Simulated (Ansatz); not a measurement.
Level of theory: Ansatz 0.2.0, DFT r2SCAN, scalar-relativistic, plane waves, PAW. All cells share a 500 eV cutoff and Γ-centred k meshes spaced at most 0.3 Å⁻¹ (0.19 for metals, 2π included).

Temperature and zero-point effects are left out. Only the structures computed here compete, so a lower one can exist. The k mesh leaves about 4 meV/atom of noise in metals. No run is spin-polarised.

5 distinct structures were compared, and only named types are asked about.

(1) Which is lower for TiH, the cooperite (Ti on Pt sites) or the tungsten carbide structure, and by how much?

(2) Which is lower for TiH, the cooperite (Ti on Pt sites) or the rock salt structure, and by how much?

(3) Which is lower for TiH, the tungsten carbide or the rock salt structure, and by how much?

Answers

(1) The cooperite (Ti on Pt sites) structure, by 264 meV/atom. It takes 9.9 Å³/atom against 9.3.

(2) The cooperite (Ti on Pt sites) structure, by 56 meV/atom. It takes 9.9 Å³/atom against 9.1.

(3) The rock salt structure, by 208 meV/atom. It takes 9.1 Å³/atom against 9.3.